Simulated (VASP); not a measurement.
# NaF in VASP: notebook

Runs on NaF. Level: PBE. Tasks: single point.

Everything below comes from runs of VASP 6.6.1. Logs are shortened: lines on timing, memory, paths and dates and some standing lists are left out, and cuts for length are marked.

### Step 1. The structure

The cell holds a wire with vacuum, 2 atoms: a = 10.000 Å, b = 9.300 Å, c = 4.124 Å, α = 90.00°, β = 90.00°, γ = 90.00°.

### Step 2. Single point, PBE, collinear spin, typed start

INCAR

```
PREC = Accurate
ENCUT = 520
EDIFF = 1E-7
ISMEAR = 0
SIGMA = 0.05
LREAL = F
LASPH = T
NELM = 150
ALGO = Normal
ISIF = 2
LWAVE = F
LCHARG = F
ISPIN = 2
MAGMOM = 0.5 0.5
LORBIT = 11
GGA = PE
NBANDS = 18
```

KPOINTS

```
Automatic mesh
0
Gamma
  1 1 17
```

POSCAR

```
NaF
1.0
   10.0000000000      0.0000000000      0.0000000000
    0.0000000000      9.3000000000      0.0000000000
    0.0000000000      0.0000000000      4.1243423829
Na F
1 1
Direct
    0.4999085701      0.5000000000      0.0000000000
    0.5000914299      0.5000000000      0.5000000000
```

Potentials or basis: VASP PAW PBE potentials, release 64 (Na_pv, F).

Command:

```sh
cat potpaw_PBE.64/Na_pv/POTCAR potpaw_PBE.64/F/POTCAR > POTCAR
mpirun -np 1 vasp_std > vasp.out
```

OUTCAR:

```text
PREC = Accurate
   ENCUT = 520
   EDIFF = 1E-7
   ISMEAR = 0
   LREAL = F
   LASPH = T
   NELM = 150
   ISIF = 2
   ISPIN = 2
   LORBIT = 11
   GGA = PE

 ion  position               nearest neighbor table
   1  0.500  0.500  0.000-   2 2.06   2 2.06
   2  0.500  0.500  0.500-   1 2.06   1 2.06

  LATTYP: Found a simple orthorhombic cell.
 ALAT       =     4.1243423829
 B/A-ratio  =     2.2549049367
 C/A-ratio  =     2.4246289642

  Lattice vectors:

 A1 = (   0.0000000000,   0.0000000000,  -4.1243423829)
 A2 = (   0.0000000000,   9.3000000000,   0.0000000000)
 A3 = (  10.0000000000,   0.0000000000,   0.0000000000)

Analysis of symmetry for initial positions (statically):
=====================================================================
 Subroutine PRICEL returns:
 Original cell was already a primitive cell.

 Routine SETGRP: Setting up the symmetry group for a
 simple orthorhombic supercell.

 Subroutine GETGRP returns: Found  4 space group operations
 (whereof  4 operations were pure point group operations)
 out of a pool of  8 trial point group operations.

The static configuration has the point symmetry C_2v.

Analysis of symmetry for dynamics (positions and initial velocities):
=====================================================================
 Subroutine PRICEL returns:
 Original cell was already a primitive cell.

 Routine SETGRP: Setting up the symmetry group for a
 simple orthorhombic supercell.

 Subroutine GETGRP returns: Found  4 space group operations
 (whereof  4 operations were pure point group operations)
 out of a pool of  8 trial point group operations.

The dynamic configuration has the point symmetry C_2v.

Analysis of structural, dynamic, and magnetic symmetry:
=====================================================================
 Subroutine PRICEL returns:
 Original cell was already a primitive cell.

 Routine SETGRP: Setting up the symmetry group for a
 simple orthorhombic supercell.

 Subroutine GETGRP returns: Found  4 space group operations
 (whereof  4 operations were pure point group operations)
 out of a pool of  8 trial point group operations.

The overall configuration has the point symmetry C_2v.

 Subroutine INISYM returns: Found  4 space group operations
 (whereof  4 operations are pure point group operations),
 and found     1 'primitive' translations

----------------------------------------------------------------------------------------

                                     Primitive cell

  volume of cell :     383.5638

  direct lattice vectors                    reciprocal lattice vectors
    10.000000000  0.000000000  0.000000000     0.100000000  0.000000000  0.000000000
     0.000000000  9.300000000  0.000000000     0.000000000  0.107526882  0.000000000
     0.000000000  0.000000000  4.124342383     0.000000000  0.000000000  0.242462896

  length of vectors
    10.000000000  9.300000000  4.124342383     0.100000000  0.107526882  0.242462896

  position of ions in fractional coordinates (direct lattice)
     0.499908570  0.500000000  0.000000000
     0.500091430  0.500000000  0.500000000

  ion indices of the primitive-cell ions
   primitive index   ion index
                 1           1
                 2           2

----------------------------------------------------------------------------------------

 KPOINTS: Automatic mesh

Automatic generation of k-mesh.
 Grid dimensions read from file:
 generate k-points for:    1    1   17

 Generating k-lattice:

  Cartesian coordinates                     Fractional coordinates (reciprocal lattice)
     0.100000000  0.000000000  0.000000000     1.000000000  0.000000000  0.000000000
     0.000000000  0.107526882  0.000000000     0.000000000  1.000000000  0.000000000
     0.000000000  0.000000000  0.014262523     0.000000000  0.000000000  0.058823529

  Length of vectors
     0.100000000  0.107526882  0.014262523

  Shift w.r.t. Gamma in fractional coordinates (k-lattice)
     0.000000000  0.000000000  0.000000000

 Subroutine IBZKPT returns following result:
 ===========================================

 Found      9 irreducible k-points:

 Following reciprocal coordinates:
            Coordinates               Weight
  0.000000  0.000000  0.000000      1.000000
  0.000000  0.000000  0.058824      2.000000
  0.000000  0.000000  0.117647      2.000000
  0.000000  0.000000  0.176471      2.000000
  0.000000  0.000000  0.235294      2.000000
  0.000000  0.000000  0.294118      2.000000
  0.000000  0.000000  0.352941      2.000000
  0.000000  0.000000  0.411765      2.000000
  0.000000  0.000000  0.470588      2.000000
   k-points           NKPTS =      9   k-points in BZ     NKDIM =      9   number of bands    NBANDS=     18
   number of dos      NEDOS =    301   number of ions     NIONS =      2
   total plane-waves  NPLWV = 179200
   dimension x,y,z NGX =    80 NGY =   70 NGZ =   32
   dimension x,y,z NGXF=   160 NGYF=  140 NGZF=   64
   ions per type =               1   1
   NGX,Y,Z   is equivalent  to a cutoff of  13.30, 12.51, 12.90 a.u.
   NGXF,Y,Z  is equivalent  to a cutoff of  26.60, 25.03, 25.80 a.u.
 SYSTEM =  unknown system
   PREC   = accura    normal or accurate (medium, high low for compatibility)
   ISTART =      0    job   : 0-new  1-cont  2-samecut
   ICHARG =      2    charge: 1-file 2-atom 10-const
   ISPIN  =      2    spin polarized calculation?
   LNONCOLLINEAR =      F non collinear calculations
   LSORBIT =      F    spin-orbit coupling
   LASPH  =      T    aspherical Exc in radial PAW
   ENCUT  =  520.0 eV  38.22 Ry    6.18 a.u.  18.59 17.29  7.67*2*pi/ulx,y,z
   NELM   =    150;   NELMIN=  2; NELMDL= -5     # of ELM steps
   EDIFF  = 0.1E-06   stopping-criterion for ELM
   LREAL  =      F    real-space projection
   EDIFFG = 0.1E-05   stopping-criterion for IOM
   NSW    =      0    number of steps for IOM
   IBRION =     -1    ionic relax: 0-MD 1-quasi-New 2-CG
   NFREE  =      0    steps in history (QN), initial steepest desc. (CG)
   ISIF   =      2    stress and relaxation
   ISYM   =      2    0-nonsym 1-usesym 2-fastsym
   POTIM  = 0.5000    time-step for ionic-motion
   TEBEG  =    0.0;   TEEND  =   0.0 temperature during run
   PSTRESS=    0.0 pullay stress
   NELECT =      14.0000    total number of electrons
   NUPDOWN=      -1.0000    fix difference up-down
   EMIN   =  10.00;   EMAX   =-10.00  energy-range for DOS
   EFERMI =   0.00;   METHOD = LEGACY
   ISMEAR =     0;   SIGMA  =   0.05  broadening in eV -4-tet -1-fermi 0-gaus
   EFERMI_NEDOS =   21; number of points for ismear=-14 and -15
   IALGO  =     38    algorithm
   IMIX   =      4    mixing-type and parameters
     AMIX     =   0.40;   BMIX     =  1.00
     AMIX_MAG =   1.60;   BMIX_MAG =  1.00
  volume/ion in A,a.u.               =     191.78      1294.21
  Fermi-wavevector in a.u.,A,eV,Ry     =   0.543048  1.026212  4.012375  0.294901
  Thomas-Fermi vector in A             =   1.571350
   LORBIT       =     11    0 simple, 1 ext, 2 COOP (PROOUT), +10 PAW based schemes
   GGA     = PE    functional components
   LHFCALC =     F    Hartree Fock is set to
   AEXX    =    0.0000 exact exchange contribution
   IVDW    =     0    specifies the selected vdW correction
   LEPSILON=     F    determine dielectric tensor
   LRPA    =     F    only Hartree local field effects (RPA)
 spin polarized calculation
 Gauss-broadening in eV      SIGMA  =   0.05
  energy-cutoff  :      520.00
  volume of cell :      383.56
 maximum number of plane-waves:     10349
 NGX is ok and might be reduce to    80
   NGX = 37   NGY = 35   NGZ = 15

 number of electron      13.9999994 magnetization       0.0000004

 number of electron      13.9999994 magnetization      -0.0000018

 Free energy of the ion-electron system (eV)
  ---------------------------------------------------
  ext. energy  EPLUGINS =         0.00000000
  ---------------------------------------------------
  free energy    TOTEN  =        -7.55574267 eV

  energy without entropy =       -7.55574267  energy(sigma->0) =       -7.55574267

 E-fermi :  -5.8867     XC(G=0):  -1.3433

 val. band max:       -6.1447339332   @ k =   0.0000   0.0000   0.4706
 cond. band min:      -0.9066997940   @ k =   0.0000   0.0000   0.0000
 fundamental gap:      5.2380341392
 Fermi energy:        -5.8867356898

 spin component 1

 k-point     1 :       0.0000    0.0000    0.0000
  band No.  band energies     occupation
      1     -26.6053      1.00000
      2     -26.6053      1.00000
      3     -26.3955      1.00000
      4     -24.6671      1.00000
      5      -6.3399      1.00000
      6      -6.1596      1.00000
[... 10 lines left out ...]
     17       5.1567      0.00000
     18       5.3297      0.00000
[... 148 lines left out ...]
 k-point     9 :       0.0000    0.0000    0.4706
  band No.  band energies     occupation
      1     -26.7371      1.00000
      2     -26.6039      1.00000
      3     -26.6039      1.00000
      4     -24.2038      1.00000
      5      -6.8110      1.00000
      6      -6.1449      1.00000
[... 10 lines left out ...]
     17       3.9021      0.00000
     18       4.4388      0.00000
 Fermi energy:        -5.8867356898

 spin component 2

 k-point     1 :       0.0000    0.0000    0.0000
  band No.  band energies     occupation
      1     -26.6053      1.00000
      2     -26.6053      1.00000
      3     -26.3955      1.00000
      4     -24.6671      1.00000
      5      -6.3399      1.00000
      6      -6.1596      1.00000
[... 10 lines left out ...]
     17       5.1566      0.00000
     18       5.3290      0.00000
[... 148 lines left out ...]
 k-point     9 :       0.0000    0.0000    0.4706
  band No.  band energies     occupation
      1     -26.7371      1.00000
      2     -26.6039      1.00000
      3     -26.6039      1.00000
      4     -24.2038      1.00000
      5      -6.8110      1.00000
      6      -6.1449      1.00000
[... 10 lines left out ...]
     17       3.8963      0.00000
     18       4.4383      0.00000

------------------------ aborting loop because EDIFF is reached ----------------------------------------

  FORCE on cell =-STRESS in cart. coord.  units (eV):
  Direction    XX          YY          ZZ          XY          YZ          ZX
  --------------------------------------------------------------------------------------
  -------------------------------------------------------------------------------------
  Total       -0.0406480     -0.0407817      0.1741284      0.0000000      0.0000000      0.0000000
  in kB       -0.1697902     -0.1703484      0.7273484      0.0000000      0.0000000      0.0000000
  external PRESSURE =       0.1290699 kB  Pullay stress =       0.0000000 kB

 VOLUME and BASIS-vectors are now :
 -----------------------------------------------------------------------------
  energy-cutoff  :      520.00
  volume of cell :      383.56
      direct lattice vectors                 reciprocal lattice vectors
    10.000000000  0.000000000  0.000000000     0.100000000  0.000000000  0.000000000
     0.000000000  9.300000000  0.000000000     0.000000000  0.107526882  0.000000000
     0.000000000  0.000000000  4.124342383     0.000000000  0.000000000  0.242462896

 POSITION                                       TOTAL-FORCE (eV/Angst)
 -----------------------------------------------------------------------------------
      4.99909      4.65000      0.00000         0.000822      0.000000      0.000000
      5.00091      4.65000      2.06217        -0.000822      0.000000      0.000000
 -----------------------------------------------------------------------------------
    total drift:                               -0.000181      0.000000      0.000000

  FREE ENERGIE OF THE ION-ELECTRON SYSTEM (eV)
  ---------------------------------------------------
  free  energy   TOTEN  =        -7.5557426687 eV

  energy  without entropy=       -7.5557426687  energy(sigma->0) =       -7.55574267

 total charge

# of ion       s       p       d       tot
------------------------------------------
    1        0.050   5.991   0.000   6.041
    2        1.730   4.356   0.000   6.085
--------------------------------------------------
tot          1.780  10.346   0.000  12.126

 magnetization (x)

# of ion       s       p       d       tot
------------------------------------------
    1       -0.000  -0.000   0.000  -0.000
    2        0.000   0.000   0.000   0.000
--------------------------------------------------
tot          0.000   0.000   0.000   0.000
```

It took 95 s on 1 thread of Intel Xeon 6975P-C (Granite Rapids), shared host; peak memory 0.59 GiB.

Results:

```
Free energy                                           : -7.5557 eV
Band gap on the k mesh                                : 5.24 eV, indirect (least direct gap 5.25 eV)
Net moment                                            : 0.00 μB per cell
Valence electrons inside the program's atomic spheres : Na 6.04; F 6.08
```

As with any semilocal functional, this PBE gap is likely too small.

### Step 3. Single point, PBE, collinear spin, typed start

This run uses another cell than the first one, of 177.01 Å³/atom, 0.923 times its volume.

INCAR

```
  ALGO = Fast
  EDIFF = 1E-6
  ENCUT = 520
  GGA = PE
  ISIF = 2
  ISMEAR = 0
  ISPIN = 2
  LASPH = True
  LCHARG = False
  LORBIT = 11
  LREAL = False
  LWAVE = False
  MAGMOM = 0.5 0.5
  NBANDS = 18
  NELM = 150
  PREC = Accurate
  SIGMA = 0.05
```

KPOINTS

```
k-points
0
Gamma
  1 1 17
```

POSCAR

```
NaF
1.0
   10.0000000000      0.0000000000      0.0000000000
    0.0000000000      9.3000000000      0.0000000000
    0.0000000000      0.0000000000      3.8065850129
Na F
1 1
Direct
    0.4524176873      0.5000000000      0.0000000000
    0.5475823127      0.5000000000      0.5000000000
```

Potentials or basis: VASP PAW PBE potentials, release 64 (Na_pv, F).

Command:

```sh
cat potpaw_PBE.64/Na_pv/POTCAR potpaw_PBE.64/F/POTCAR > POTCAR
mpirun -np 1 vasp_std > vasp.out
```

Run time: 1.9 min. Hardware: 1 thread of Intel Xeon 6975P-C (Granite Rapids), shared host; peak memory 0.53 GiB.

Results (log left out):

```
Free energy                                           : -7.2469 eV
Largest force                                         : 0.810 eV/Å
Band gap on the k mesh                                : 4.19 eV, indirect (least direct gap 4.26 eV)
Net moment                                            : 0.00 μB per cell
Valence electrons inside the program's atomic spheres : Na 6.03; F 6.07
```

Forces in eV/Å, atoms in the order of the input:
```
Na   0.810  0.000  0.000
F   -0.810  0.000  0.000
```

Levels at points of the mesh, in eV from the valence-band top:
Spin up:
| k point | band 5 | band 6 | band 7 | band 8 | band 9 | band 10 |
| --- | --- | --- | --- | --- | --- | --- |
| (0.00, 0.00, 0.00) | -0.24 | -0.16 | -0.06 | 4.19 | 6.28 | 6.42 |
Spin down:
| k point | band 4 | band 5 | band 6 | band 7 | band 8 | band 9 | band 10 | band 11 |
| --- | --- | --- | --- | --- | --- | --- | --- | --- |
| (0.00, 0.00, 0.00) | -18.50 | -0.24 | -0.16 | -0.06 | 4.19 | 6.28 | 6.43 | 6.75 |

As with any semilocal functional, this PBE gap is likely too small.

### Step 4. Single point, PBE, collinear spin, typed start

This run uses another cell than the first one, of 172.70 Å³/atom, 0.901 times its volume.

INCAR

```
PREC = Accurate
ENCUT = 520
EDIFF = 1E-6
ISMEAR = 0
SIGMA = 0.05
LREAL = F
LASPH = T
NELM = 150
ALGO = Normal
ISIF = 2
LWAVE = F
LCHARG = F
ISPIN = 2
MAGMOM = 0.5 0.5
LORBIT = 11
GGA = PE
NBANDS = 18
```

KPOINTS

```
Automatic mesh
0
Gamma
  1 1 15
```

POSCAR

```
NaF
1.0
    9.0000000000      0.0000000000      0.0000000000
    0.0000000000      9.3000000000      0.0000000000
    0.0000000000      0.0000000000      4.1266945611
Na F
1 1
Direct
    0.5000000000      0.5000000000     -0.0174719562
    0.5000000000      0.5000000000      0.4824719562
```

Command:

```sh
cat potpaw_PBE.64/Na_pv/POTCAR potpaw_PBE.64/F/POTCAR > POTCAR
mpirun -np 1 vasp_std > vasp.out
```

Run time: 74 s. Hardware: 1 thread of Intel Xeon 6975P-C (Granite Rapids), shared host; peak memory 0.52 GiB.

It converged, with:

- Free energy: -7.5557 eV
- Band gap on the k mesh: 5.20 eV, indirect (least direct gap 5.22 eV)
- Net moment: 0.00 μB per cell
- Valence electrons inside the program's atomic spheres: Na 6.04; F 6.08

Forces in eV/Å, atoms in the order of the input:
```
Na   0.000  0.000 -0.002
F    0.000  0.000  0.002
```

Levels at points of the mesh, in eV from the valence-band top:
Spin up:
```
           k point  band 4  band 5  band 6  band 7  band 8  band 9  band 10  band 11
(0.00, 0.00, 0.00)  -18.52   -0.20   -0.01   -0.01    5.21    7.07     7.16     7.43
```
Spin down:
| k point | band 5 | band 6 | band 7 | band 8 | band 9 | band 10 |
| --- | --- | --- | --- | --- | --- | --- |
| (0.00, 0.00, 0.00) | -0.20 | -0.01 | -0.01 | 5.20 | 7.07 | 7.15 |

### Step 5. Single point, PBE, collinear spin, typed start

This run uses another cell than the first one, of 177.01 Å³/atom, 0.923 times its volume.

INCAR

```
  PREC = Accurate
  ENCUT = 520
  EDIFF = 1E-7
  ISMEAR = 0
  SIGMA = 0.05
  LREAL = False
  LASPH = True
  NELM = 150
  ALGO = Fast
  ISIF = 2
  LWAVE = False
  LCHARG = False
  ISPIN = 2
  MAGMOM = 0.5 0.5
  LORBIT = 11
  GGA = PE
  NBANDS = 18
```

KPOINTS is that of step 4.

POSCAR

```
NaF
1.0
    9.0000000000      0.0000000000      0.0000000000
    0.0000000000      9.3000000000      0.0000000000
    0.0000000000      0.0000000000      4.2295389033
Na F
1 1
Direct
    0.5000000000      0.5000000000      0.0000000000
    0.5000000000      0.5000000000      0.4650000000
```

Command:

```sh
cat potpaw_PBE.64/Na_pv/POTCAR potpaw_PBE.64/F/POTCAR > POTCAR
mpirun -np 1 vasp_std > vasp.out
```

Run time: 97 s. Hardware: 1 thread of Intel Xeon 6975P-C (Granite Rapids), shared host; peak memory 0.53 GiB.

It converged, with:

```yaml
Free_energy: -7.4520 eV
Largest_force: 1.313 eV/Å
Band_gap_on_the_k_mesh: 5.10 eV, indirect (least direct gap 5.11 eV)
Net_moment: 0.00 μB per cell
Valence_electrons_inside_the_program's_atomic_spheres: Na 6.04; F 6.08
```

Forces on the atoms (eV/Å):
```
Na   0.000  0.000 -1.313
F    0.000  0.000  1.313
```

Levels at points of the mesh, in eV from the valence-band top:
Spin up:
```csv
k point,band 4,band 5,band 6,band 7,band 8,band 9,band 10,band 11
"(0.00, 0.00, 0.00)",-18.45,-0.22,-0.02,-0.02,5.10,6.98,7.06,7.28
```
Spin down:
```csv
k point,band 3,band 4,band 5,band 6,band 7,band 8,band 9,band 10,band 11,band 12
"(0.00, 0.00, 0.00)",-20.54,-18.45,-0.22,-0.02,-0.02,5.10,6.98,7.07,7.30,7.47
```

### Step 6. The runs side by side

| cell | k mesh | gap on the mesh (eV) | moment (μB) | largest force (eV/Å) |
| --- | --- | --- | --- | --- |
| Pmm2, 191.78 Å³/atom | 1 × 1 × 17 | 5.24 | 0.00 | - |
| Pmm2, 177.01 Å³/atom | 1 × 1 × 17 | 4.19 | 0.00 | 0.81 |
| Pmmm, 172.7 Å³/atom | 1 × 1 × 15 | 5.20 | 0.00 | - |
| Pmm2, 177.01 Å³/atom | 1 × 1 × 15 | 5.10 | 0.00 | 1.31 |

Alike in all rows: task single point; level PBE; potentials or basis VASP PAW PBE potentials, release 64 (Na_pv, F); spin collinear, typed start; cutoff (eV) 520; smearing gaussian 0.05 eV.

On the cell as given the gap runs from 4.19 eV (PBE) to 5.24 eV (PBE); the meshes differ, which moves gaps too.

Absolute energies hang on the potentials; compare differences alone.
